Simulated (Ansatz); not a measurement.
Ag:

```
Ag
1.0
    -1.61038    1.65353    1.61816
     1.65931   -1.66055    1.67410
     1.63933    1.68950   -1.62517
Ag
1
Cartesian
  0.0000 0.0000 0.0000
```

The cell isn't the ideal one: cell sheared at random, sigma 0.01, atoms nudged by 0.01 Å.

- Program: Ansatz 0.2.0
- Task: relaxation of cell and atoms
- Functional: r2SCAN
- Potentials or basis: Ansatz PAW
- Cutoff: 500 eV (not typed: the program's choice for these potentials)
- k mesh: 11 × 11 × 11
- Occupations: fermi-dirac, width 0.05 eV
- Spin: no spin polarisation

At the start: volume 18.15 Å³/atom.

Q: Where does the relaxation end?

A: It ends after 21 steps and the volume is 17.25 Å³/atom (-4.9 %); space group Fm-3m (No. 225, to 0.05 Å).

Step by step:
```csv
step,energy change (eV),largest force (eV/Å),volume (Å³)
1,0.0000,0.0000,18.15
2,-0.0058,0.0000,16.82
3,-0.0125,0.0000,17.45
4,-0.0129,0.0000,17.42
5,-0.0139,0.0000,17.38
6,-0.0166,0.0000,17.28
7,-0.0191,0.0000,17.35
8,-0.0205,0.0000,17.45
9,-0.0257,0.0000,17.35
10,-0.0299,0.0000,17.32
11,-0.0309,0.0000,17.33
12,-0.0339,0.0000,17.25
13,-0.0342,0.0000,17.25
14,-0.0342,0.0000,17.25
15,-0.0342,0.0000,17.26
16,-0.0359,0.0000,17.26
17,-0.0359,0.0000,17.25
18,-0.0360,0.0000,17.25
19,-0.0360,0.0000,17.25
20,-0.0360,0.0000,17.25
21,-0.0360,0.0000,17.25
```

Final structure:
```
CELL_PARAMETERS angstrom
-1.46870 2.03673 1.46671
1.44579 -2.03770 1.44237
1.46272 2.04191 -1.46532
ATOMIC_POSITIONS crystal
Ag 0.00000 0.00000 0.00000
```

Caveat: the plane-wave basis is chosen anew once the cell has moved, so the energies of steps on either side of that aren't comparable; the PAW data sets come from PBE, with cores solved anew for the run's functional, which leaves a small shift of forces and pressure.
